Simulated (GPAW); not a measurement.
Runs of GPAW 26.7.0 on AlAu2. Symmetry: I4/mmm, No. 139, tetragonal system. Conventional cell: a = 3.343 Å, b = 3.343 Å, c = 8.798 Å, α = 90.00°, β = 90.00°, γ = 90.00°. Au (site symmetry 4mm) has 5 Al at 2.73 to 3.02 Å and 5 Au at 2.75 to 2.88 Å as nearest neighbours. Al (site symmetry 4/mmm) has 10 Au at 2.73 to 3.02 Å as nearest neighbours. The cell comes from a database or a generator and needn't be the stable form of this composition.

```csv
task,level,potentials or basis,k mesh,band path,band points,ranks,mesh quality,pressure (GPa),V0 of scaled cells (Å³/atom),B0 (GPa),largest force (eV/Å)
single point,PBEsol,"PAW data sets generated in the run's folder for this functional, pw",11 × 11 × 11,-,-,-,not flagged,-0.7,-,-,0.08
band structure,LDA,"the program's PAW data sets (release 1.2.1) made for this functional, pw",7 × 7 × 7,"GXYSGZS1NPY1Z,XP",100,-,coarse,(a),-,-,0.02
equation of state,LDA,"the program's PAW data sets (release 1.2.1) made for this functional, pw",7 × 7 × 7,-,-,-,coarse,-,(b),170,-
band structure,PBEsol,"PAW data sets generated in the run's folder for this functional, pw",7 × 7 × 7,"GXYSGZS1NPY1Z,XP",100,-,coarse,-0.9,-,-,0.03
equation of state,PBEsol,"PAW data sets generated in the run's folder for this functional, pw",11 × 11 × 11,-,-,4,not flagged,-,16.31,155,-
```

Alike in all rows: no spin polarisation; cell as given; cutoff (eV) 600; smearing fermi-dirac 0.05 eV.

**Question.** Estimate the missing entries.

**Answer.** (a) -4.5; (b) 15.92.

Caveats: some runs use coarse meshes; with this Au data set, volumes or pressures lay over 1.5 % or 2 GPa off other programs in two to four cells of ten; the cell was scaled at fixed shape and fractional positions, which overstates the stiffness of a crystal with free parameters, most of all of layers and chains (some runs).

Not every run made on this cell is shown here.
